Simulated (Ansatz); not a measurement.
input.yaml (Ansatz)

```yaml
crystal:
  lattice:
    - [0.0, 2.4633505796, 2.4633505796]
    - [2.4633505796, 0.0, 2.4633505796]
    - [2.4633505796, 2.4633505796, 0.0]
  atoms:
    - { symbol: Tl, position: [0.0, 0.0, 0.0] }
hamiltonian:
  xc: r2scan
  pseudopotentials:
    kind: paw
    azcp:
      Tl: "pseudopotentials/Tl.paw.azcp"
basis:
  ecutwfc: 500
  fft_grid_basis: typed
kpoints:
  mp_grid: { grid: [12, 12, 12], shift: [0, 0, 0] }
magnetization:
  spin_polarized: false
scf:
  occupations: { method: fermi_dirac, width: 0.1 }
  lower_state_search: "off"
output:
  stress: true
```

and its output:

```
Engine: ansatz 0.2.0, x86_64-unknown-linux-gnu
Pseudopotentials: kind: paw
Pseudopotential: Tl, paw, valence charge 13, recommended cutoff 500 eV (meta_gga) 
Functional definition: r2SCAN
  parameter k0 = 0.174
  parameter k1 = 0.065
  parameter a1 = 4.9479
  exchange = r2scan_x(k0 = k0, k1 = k1, a1 = a1)
  correlation = r2scan_c
Crystal: 1 atoms, lattice volume = 29.896 Å³
Basis set: ecut = 500 eV, 749 PW (Γ), exchange–correlation on 108×108×108 points (64 copies of the dense FFT grid, shifted against one another)
Bands: 11, of which v1, the nominal top of the filled ones, is band 7 counted from 1 (6 counted from 0)
Symmetry: 48 space group operations
Space group: Fm-3m (ITA 225), of the structure as read, at distance tolerance 3.1e-5 Å
k-points: 72 of 1728
Non-local potential: Tl, projectors of the file, l = 0: 2, l = 1: 2, l = 2: 2, l = 3: 1
PAW form: soft (Blöchl's): semilocal exchange-correlation on the pseudo side does not see the compensation charge
PAW frozen core: Tl, regenerated for the run's functional (the file was generated under x = pbe(κ = 0.804, μ = 0.2195149727645171), c = pbe(β = 0.06672455060314922))
PAW one-centre angular grid: Tl, 590 points (default); XC on 160 Gauss nodes
Initial density: superposition of atomic densities (neutral atoms: chi_scale 0, normalization atom), corrected by the library's trained network
Initial wavefunctions: pseudopotential atomic-orbital guess
Functional: x = r2scan, c = r2scan; τ floored in thin density (d = 2e-4 eV/Å³)
SCF iter   1: F=-11458.569665 eV  HF=-11458.580934 eV  |F-HF|=1.13e-2  |Δ(HF+E_count)|=         —  Δρ=7.86e-3  dr2=1.58e-2  dr2_τ=5.86e-3  ethr=1.77e-3  ⟨swp⟩=5.4  Hψ=5163  notcnv=0
SCF iter   2: F=-11458.574783 eV  HF=-11458.577006 eV  |F-HF|=2.22e-3  |Δ(HF+E_count)|=   3.93e-3  Δρ=3.41e-3  dr2=3.28e-3  dr2_τ=2.23e-4  ethr=1.22e-4  ⟨swp⟩=2.8  Hψ=1966  notcnv=0  defer=6
SCF iter   3: F=-11458.576187 eV  HF=-11458.576151 eV  |F-HF|=3.62e-5  |Δ(HF+E_count)|=   8.55e-4  Δρ=4.51e-4  dr2=4.34e-5  dr2_τ=7.05e-6  ethr=2.52e-5  ⟨swp⟩=2.0  Hψ=1192  notcnv=0  defer=6
SCF iter   4: F=-11458.576207 eV  HF=-11458.576205 eV  |F-HF|=2.79e-6  |Δ(HF+E_count)|=   5.36e-5  Δρ=8.21e-5  dr2=1.56e-6  dr2_τ=4.84e-8  ethr=3.34e-7  ⟨swp⟩=2.0  Hψ=1235  notcnv=0  defer=6
iter 5 did not close the SCF: its close was put off for the readings that it lacked (scf_convergence_deferred on its scf_iter line)
SCF iter   5: F=-11458.576208 eV  HF=-11458.576208 eV  |F-HF|=2.67e-8  |Δ(HF+E_count)|=   3.30e-6  Δρ=7.51e-6  dr2=8.69e-9  dr2_τ=1.94e-9  ethr=1.20e-8  ⟨swp⟩=2.0  Hψ=1227  notcnv=0  defer=6
SCF iter   6: F=-11458.576208 eV  HF=-11458.576208 eV  |F-HF|=1.71e-10  |Δ(HF+E_count)|=   2.75e-8  Δρ=5.66e-7  dr2=5.50e-11  dr2_τ=4.59e-12  ethr=6.68e-11  ⟨swp⟩=2.0  Hψ=2494  notcnv=0
SCF 1 converged in 6 iterations: F = -11458.576208 eV  dr2 = 5.50e-11
SCF converged after 6 iterations
Free energy (F): -11458.576208 eV
Harris-Foulkes:  -11458.576208 eV  (|F-HF|=1.71e-10)
Internal energy: -11458.556315 eV  (E = F + TS)
E sigma→0 (E₀):  -11458.566261 eV
Entropy (-TS):   -0.019893 eV (-19.893 meV/atom)
Fermi energy:    9.710098 eV
--- Per-component energies (eV) ---
  E_band       = -6.426941
  E_kinetic    = 334.289035
  E_local      = -903.216411  (includes V_loc(G=0)·N_el)
  E_nonlocal   = 317.294771
  E_hartree    = 334.624927
  E_xc         = -218.480422
  E_vxc        = -156.540560  (∫ρ·V_xc dr)
  E_paw        = -10191.763522  (= ΣΔE_a)
  E_vpaw       = -279.565920  (= ΣTr[D̂ρ^β])
  E_aug_tail   = 0.000019  (compensation charges beyond the density's cutoff)
  E_vtau       = 12.062247  (kinetic-family band-sum trace: ∫τ·v_τ [+ j·A + Jᵃ·Aᵃ] dr)
  E_ewald      = -1132.344472
  E_core_change = 1.039761  (= ΣΔE_core)
  E_smearing   = -0.019893  (= −TS)
  E_closure    = 0.000000  (closes the sum)
  Σ components = -11458.576208   (vs F -11458.576208, Δ=0.00e0)
--- Stress (GPa, compression-positive) ---
        0.026677       0.000000      -0.000000
       -0.000000       0.026677      -0.000000
        0.000000       0.000000       0.026677
  P = ⅓ Tr σ = 0.0267 GPa (0.267 kbar)
```

Launched by

```sh
ansatz run input.yaml --threads 1 --pin off --max-ram 3584MiB --backend cpu --events-out ev --progress --plain --runs-dir out
```

On 1 thread of Intel(R) Xeon(R) Platinum 8259CL CPU @ 2.50GHz (Skylake/Cascade Lake) (shared host) this took about 4.4 s of wall time and 4.3 s of CPU time.
